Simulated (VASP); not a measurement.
Crystal: Te2Mo.

```
Te Mo
1.0
     3.51820    0.00000    0.00000
    -1.75910    3.04685    0.00000
     0.00000    0.00000   13.97360
Te Mo
4 2
Direct
  0.66667 0.33333 0.37900
  0.33333 0.66667 0.87900
  0.66667 0.33333 0.12100
  0.33333 0.66667 0.62100
  0.66667 0.33333 0.75000
  0.33333 0.66667 0.25000
```

* Program: VASP 6.6.1
* Task: relaxation of cell and atoms
* Functional: PBEsol
* Dispersion: D4
* Potentials or basis: VASP PAW PBE potentials, release 64 (Te, Mo_sv)
* Cutoff: 600 eV
* k mesh: 9 × 9 × 2
* Occupations: fermi-dirac, width 0.05 eV
* Spin: no spin polarisation

At the start: pressure -3.0 GPa; volume 24.96 Å³/atom.

Question: How do energy, volume and symmetry change on relaxing?

Answer: Over 21 steps the energy falls by 14.0 meV/atom and the volume is 23.41 Å³/atom (-6.2 %); space group P6_3/mmc (No. 194, to 0.05 Å).

Step by step:
```tsv
step	energy change (eV)	largest force (eV/Å)	pressure (GPa)	volume (Å³)
1	0.0000	0.0552	-2.97	149.79
2	0.0408	0.9638	4.77	139.99
3	-0.0405	0.3437	-0.02	145.63
4	-0.0583	0.1744	-0.10	144.27
5	-0.0601	0.0983	-0.11	143.65
6	-0.0678	0.0944	0.00	142.88
7	-0.0815	0.0758	0.42	140.56
8	-0.0823	0.0628	0.60	139.70
9	-0.0730	0.2550	-1.45	141.22
10	-0.0835	0.0175	0.09	140.08
11	-0.0835	0.0196	0.09	140.09
12	-0.0835	0.0212	0.08	140.10
13	-0.0837	0.0072	0.01	140.31
14	-0.0837	0.0042	0.00	140.35
15	-0.0837	0.0037	0.01	140.37
16	-0.0837	0.0017	0.03	140.40
17	-0.0837	0.0146	-0.10	140.54
18	-0.0837	0.0052	-0.04	140.44
19	-0.0837	0.0052	-0.02	140.44
20	-0.0837	0.0046	-0.01	140.43
21	-0.0837	0.0048	-0.01	140.43
```

Final structure:
```
Te Mo
1.0
     3.46049    0.00000    0.00000
    -1.73024    2.99687    0.00000
     0.00000    0.00000   13.54143
Te Mo
4 2
Direct
  0.66667 0.33333 0.38391
  0.33333 0.66667 0.88391
  0.66667 0.33333 0.11609
  0.33333 0.66667 0.61609
  0.66667 0.33333 0.75000
  0.33333 0.66667 0.25000
```

Caveat: the PAW data sets were made with another functional, which shifts forces and pressure a little.
